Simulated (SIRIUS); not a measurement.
Crystal: MgB2.

```
Mg B
1.0
     3.08500    0.00000    0.00000
    -1.54250    2.67169    0.00000
     0.00000    0.00000    3.52300
Mg B
1 2
Direct
  0.00000 0.00000 0.00000
  0.66667 0.33333 0.50000
  0.33333 0.66667 0.50000
```

Program: SIRIUS 7.10.0. Alike in all runs: task single point; no spin polarisation; cell as given; cutoff (eV) 1152; smearing fermi-dirac 0.05 eV.

Q: Order these runs on this cell by their pressure, lowest first.
A. level PBEsol; potentials or basis PseudoDojo 0.4.1 PBEsol standard (scalar relativistic); k mesh 10 × 10 × 8
B. level LDA; potentials or basis PseudoDojo 0.4.1 PBE standard (scalar relativistic); k mesh 8 × 8 × 7
C. level BLYP; potentials or basis PseudoDojo 0.4.1 PBE standard (scalar relativistic); k mesh 8 × 8 × 7
D. level BP86; potentials or basis PseudoDojo 0.4.1 PBE standard (scalar relativistic); k mesh 8 × 8 × 7

A: B (-4.4 GPa), A (-2.6 GPa), D (0.3 GPa), C (2.5 GPa).

Caveats: the potentials were made for another functional, which shifts forces and pressure (some runs).

The runs were made with more than one version of the program.
